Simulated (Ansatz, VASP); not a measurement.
## W: VASP beside Ansatz

```
CELL_PARAMETERS angstrom
2.47191 0.00000 0.00000
0.00000 2.47191 0.00000
0.00000 0.00000 2.47191
ATOMIC_POSITIONS crystal
W 0.00000 0.00000 0.00000
```

Change from the starting cell: volume scaled by 0.85, LAPW.

Alike in both runs: task single point; functional PBEsol; k mesh 16 × 16 × 16; occupations fermi-dirac, width 0.1 eV; no spin polarisation.

|  | VASP | Ansatz |
| --- | --- | --- |
| version | VASP 6.6.1 | Ansatz 0.2.0 |
| potentials or method | VASP PAW PBE potentials, release 64 (W_sv), cutoff 520 eV | all-electron LAPW, scalar-relativistic |

```csv
,VASP,Ansatz,Ansatz less VASP
pressure (GPa),55.5,53.0,-2.46
```

Ansatz ran all-electron here, so the differences hold the error of VASP's frozen core and of both bases.

Caveats: so large a pressure means that the cell lies far from this level's equilibrium, or that cutoff or potentials fall short (VASP); the potentials were made for another functional, which shifts forces and pressure (VASP). The runs have no spin-orbit coupling, so splittings on W are missing.
